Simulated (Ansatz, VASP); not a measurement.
**GaN: VASP beside Ansatz**

Contents of INCAR:

```
SYSTEM = GaN
ALGO = Normal
EDIFF = 1E-6
ENCUT = 520
GGA = PE
ISIF = 2
ISMEAR = 0
LASPH = .TRUE.
LCHARG = .FALSE.
LREAL = .FALSE.
LWAVE = .FALSE.
NBANDS = 16
NELM = 60
PREC = Accurate
SIGMA = 0.05
```

KPOINTS

```
k-points
0
G
  12 12 12
  0 0 0
```

The input POSCAR:

```
GaN
1.0
    0.0000000000      2.2843743153      2.1929993427
    2.2843743153      0.0000000000      2.1929993427
    2.2843743153      2.2843743153      0.0000000000
Ga N
1 1
Direct
    0.0000000000      0.0000000000      0.0000000000
    0.7500000000      0.7500000000      0.7500000000
```

Input for Ansatz:

```yaml
crystal:
  lattice:
    - [0.0, 2.2843743153, 2.1929993427]
    - [2.2843743153, 0.0, 2.1929993427]
    - [2.2843743153, 2.2843743153, 0.0]
  atoms:
    - { symbol: Ga, position: [0.0, 0.0, 0.0] }
    - { symbol: "N", position: [0.75, 0.75, 0.75] }
basis:
  ecutwfc: 420
kpoints:
  mp_grid: { grid: [12, 12, 12] }
hamiltonian:
  xc: pbe
scf:
  occupations: { method: gaussian, width: 0.05 }
output:
  forces: true
  stress: true
  eigenvalues: true
```

Alike in both runs: task single point; functional PBE; k mesh 12 × 12 × 12; occupations gaussian, width 0.05 eV; no spin polarisation.

```csv
,VASP,Ansatz
version,VASP 6.6.1,Ansatz 0.2.0
potentials or method,"VASP PAW PBE potentials, release 64 (Ga_d, N)","scalar-relativistic, plane waves, PAW"
plane-wave cutoff (eV),520,420
valence electrons in the cell,18,18
```

Ansatz gave:

| Item | Value |
| --- | --- |
| gap on the k mesh at the Fermi level (eV) | 1.60 |
| least direct gap on the mesh (eV) | 1.60 |
| pressure (GPa) | 4.9 |
| largest component of the traceless stress (GPa) | 2.96 |

Problem. Estimate VASP's values.

Solution. gap on the k mesh at the Fermi level (eV): 1.60; least direct gap on the mesh (eV): 1.60; pressure (GPa): 5.0; largest component of the traceless stress (GPa): 2.97.

As with any semilocal functional, this PBE gap is likely too small.
